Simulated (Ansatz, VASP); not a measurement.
**Two plane-wave programs on Si**

INCAR

```
SYSTEM = Si
PREC = Accurate ; ENCUT = 600
EDIFF = 1E-6 ; ISMEAR = 0
SIGMA = 0.1 ; LREAL = .FALSE.
LASPH = .TRUE. ; NELM = 80
ALGO = Fast ; ISIF = 3
LWAVE = .FALSE. ; LCHARG = .FALSE.
GGA = PE ; IBRION = 2
NSW = 90 ; EDIFFG = -0.04
```

The input KPOINTS:

```
Automatic mesh
0
G
  8 8 8
  0 0 0
```

POSCAR

```
Si
1.0
    1.4435608958     -2.3268170645      0.0000000000
    1.4435608958      2.3268170645      0.0000000000
    0.0000000000      0.0000000000      2.3646245613
Si
1
Direct
    0.0000000000      0.0000000000      0.0000000000
```

Input for Ansatz:

```yaml
crystal:
  lattice:
    - [1.4435608958, -2.3268170645, 0.0]
    - [1.4435608958, 2.3268170645, 0.0]
    - [0.0, 0.0, 2.3646245613]
  atoms:
    - { symbol: Si, position: [0.0, 0.0, 0.0] }
basis:
  ecutwfc: 420
kpoints:
  mp_grid: { grid: [8, 8, 8] }
hamiltonian:
  xc: pbe
scf:
  occupations: { method: gaussian, width: 0.1 }
  lower_state_search: "off"
output:
  forces: true
  stress: true
  eigenvalues: true
relax:
  adjacent_minimum: "off"
  f_tol: 0.04
  max_steps: 70
  cell: { stress_tol: 0.4 }
```

Alike in both runs: task relaxation of cell and atoms; functional PBE; k mesh 8 × 8 × 8; occupations gaussian, width 0.1 eV; no spin polarisation.

|  | VASP | Ansatz |
| --- | --- | --- |
| version | VASP 6.6.1 | Ansatz 0.2.0 |
| potentials or method | VASP PAW PBE potentials, release 64 (Si) | scalar-relativistic, plane waves, PAW |
| plane-wave cutoff (eV) | 600 | 420 |
| valence electrons in the cell | 4 | 4 |

VASP gave:

| Property | Result |
| --- | --- |
| gap on the k mesh at the Fermi level, each at its own relaxed structure (eV) | none |
| relaxed volume (Å³/atom) | 15.17 |
| relaxed cell length with the largest relative difference (Å) | 2.671 |
| energy change over the relaxation (meV/atom) | -67 |

Problem. What did Ansatz give for the same quantities?

Solution. gap on the k mesh at the Fermi level, each at its own relaxed structure (eV): none; relaxed volume (Å³/atom): 15.16; relaxed cell length with the largest relative difference (Å): 2.670; energy change over the relaxation (meV/atom): -67.

A gap of «none» marks a metal or a gap that the smearing closes.
